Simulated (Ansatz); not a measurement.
Write the native input for Ansatz 0.2.0 that does the following.

```
Task                : band structure
Functional          : PBEsol
Potentials or basis : all-electron LAPW, scalar-relativistic
Cutoff              : 269 eV (chosen from the basis error)
Basis error allowed : 0.002 eV/atom
k mesh              : 9 × 9 × 9
Occupations         : fermi-dirac, width 0.05 eV
Spin                : collinear spin, ferromagnetic start
Starting moments    : [1.0, 0.0, 0.0] μB
```

Crystal: Si2Ni.

```xyz
3
Lattice="0.0000 2.7030 2.7030 2.7030 0.0000 2.7030 2.7030 2.7030 0.0000" Properties=species:S:1:pos:R:3 pbc="T T T"
Ni    0.0000    0.0000    0.0000
Si    4.0545    4.0545    4.0545
Si    1.3515    1.3515    1.3515
```

One way to write it, as run:

input.yaml

```yaml
crystal:
  lattice:
    - [0.0, 2.703, 2.703]
    - [2.703, 0.0, 2.703]
    - [2.703, 2.703, 0.0]
  atoms:
    - { symbol: Ni, position: [0.0, 0.0, 0.0], spin: 1.0 }
    - { symbol: Si, position: [0.75, 0.75, 0.75] }
    - { symbol: Si, position: [0.25, 0.25, 0.25] }
kpoints:
  mp_grid: { grid: [9, 9, 9] }
  band_path:
    path:
      - [0.0, 0.0, 0.0]
      - [0.5, 0.0, 0.5]
      - [0.5, 0.25, 0.75]
      - [0.375, 0.375, 0.75]
      - [0.0, 0.0, 0.0]
      - [0.5, 0.5, 0.5]
      - [0.625, 0.25, 0.625]
      - [0.5, 0.25, 0.75]
    npoints: 12
scf:
  occupations: { method: fermi_dirac, width: 0.05 }
hamiltonian:
  xc: pbesol
  pseudopotentials: { kind: all_electron, lapw: { basis_error: 0.002 } }
magnetization:
  spin_polarized: true
output:
  forces: true
  stress: true
  eigenvalues: true
```

Potentials or basis: all-electron LAPW, scalar-relativistic.

Launch:

```sh
$ ansatz run input.yaml --threads 4 --pin off --max-ram 12288MiB --backend cpu --events-out ev --progress --plain --runs-dir out
```

Results of the run:

```yaml
Pressure: -0.9 GPa
Band_gap_along_the_path: none (metal or under the smearing width)
Net_moment: 0.00 μB per cell
Absolute_moment: 0.00 μB per cell
```

Caveat: the starting moments weren't kept.

Run time: 12 s on 4 threads of Arm Neoverse V1 (shared host), peak memory 0.47 GiB.
